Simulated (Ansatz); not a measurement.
# HfO2: band gap under strain

Aim: follow the gap of HfO2 (database structure) through these states: no strain; -3.0 % strain along z alone; -2.0 % strain along z alone. The table at the end shows which levels were run.

The runs shown are made with Ansatz 0.2.0. PAW datasets, plane waves. The values are computed, spin-unpolarised, and not measurements.

## 1. The cell

The unstrained cell was relaxed with r2SCAN; in each strained cell the atoms were relaxed again with r2SCAN. Names of k-points are those of the unstrained zone, where strain can split equivalent points. First state: no strain.

It is orthorhombic, Pca2_1 (No. 29); a = 5.247 Å, b = 5.030 Å, c = 5.059 Å in the conventional setting, 11.13 Å³ an atom. Near Hf stand 7 O at 2.03–2.24 Å; near O stand 3 Hf at 2.03–2.14 Å; near O stand 4 Hf at 2.12–2.24 Å.

Structure file:

Space group Pca2_1 (No. 29). a = 5.247 Å, b = 5.030 Å, c = 5.059 Å, α = 90.00°, β = 90.00°, γ = 90.00°
```csv
atom,site,symmetry,x,y,z
Hf,4a,1,0.0325,0.2670,0.2411
O,4a,1,0.3670,0.0700,0.3808
O,4a,1,0.7322,0.4611,0.4911
```

## 2. No strain: PBE

input.yaml reads:

```yaml
crystal:
  lattice:
    - [5.24650629, 0.0, 0.0]
    - [0.0, 5.030368924, 0.0]
    - [0.0, 0.0, 5.059299015]
  atoms:
    - { symbol: Hf, position: [0.0325089808, 0.2670184293, 0.2410876055] }
    - { symbol: Hf, position: [0.4674910192, 0.2670184293, 0.7410876055] }
    - { symbol: Hf, position: [0.5325089808, 0.7329815707, 0.2410876055] }
    - { symbol: Hf, position: [0.9674910192, 0.7329815707, 0.7410876055] }
    - { symbol: O, position: [0.3670347797, 0.0700141024, 0.3807674676] }
    - { symbol: O, position: [0.1329652203, 0.0700141024, 0.8807674676] }
    - { symbol: O, position: [0.7321736821, 0.461093307, 0.4911449269] }
    - { symbol: O, position: [0.7678263179, 0.461093307, 0.9911449269] }
    - { symbol: O, position: [0.2678263179, 0.538906693, 0.9911449269] }
    - { symbol: O, position: [0.2321736821, 0.538906693, 0.4911449269] }
    - { symbol: O, position: [0.8670347797, 0.9299858976, 0.3807674676] }
    - { symbol: O, position: [0.6329652203, 0.9299858976, 0.8807674676] }
kpoints:
  mp_grid: { grid: [6, 6, 6] }
  band_path:
    path:
      - [0.0, 0.0, 0.0]
      - [0.5, 0.0, 0.0]
      - [0.5, 0.5, 0.0]
      - [0.0, 0.5, 0.0]
      - [0.0, 0.0, 0.5]
      - [0.5, 0.0, 0.5]
      - [0.5, 0.5, 0.5]
      - [0.0, 0.5, 0.5]
      - [0.1, 0.5, 0.0]
      - [0.265625, -0.5, 0.354167]
    npoints: 1
hamiltonian:
  xc: pbe
scf:
  occupations: { method: fermi_dirac, width: 0.02 }
  n_extra_bands: 7
output:
  forces: true
  stress: true
  eigenvalues: true
```

Further steps of the session: No strain: r2SCAN; No strain: HSE06; -3.0 % strain along z alone: PBE; -3.0 % strain along z alone: r2SCAN; -3.0 % strain along z alone: HSE06; -2.0 % strain along z alone: PBE; -2.0 % strain along z alone: r2SCAN; -2.0 % strain along z alone: HSE06.

Q: Predict the outcome of this session.

As calculated:

Least gap in eV (negative: overlap), with the change from the unstrained cell in brackets:

| state | volume change (%) | PBE | r2SCAN | HSE06 |
| --- | --- | --- | --- | --- |
| no strain | +0.0 | 4.42 | 4.94 | 6.08 |
| -3.0 % strain along z alone | -3.0 | 4.55 (+0.13) | 5.08 (+0.14) | 6.21 (+0.13) |
| -2.0 % strain along z alone | -2.0 | 4.50 (+0.08) | 5.03 (+0.09) | 6.17 (+0.09) |

What this shows: The largest move of the HSE06 gap in the table is +0.131 eV, under -3.0 % strain along z alone. PBE and HSE06 differ by 1.66 eV on the unstrained gap, and by at most 0.01 eV on its change: the two disagree on the size of the gap but agree on its response to strain. Spin-orbit coupling is left out of the table, though the cell holds Hf (Z = 72); in an element this heavy it can shift bands and gaps by tenths of an eV.
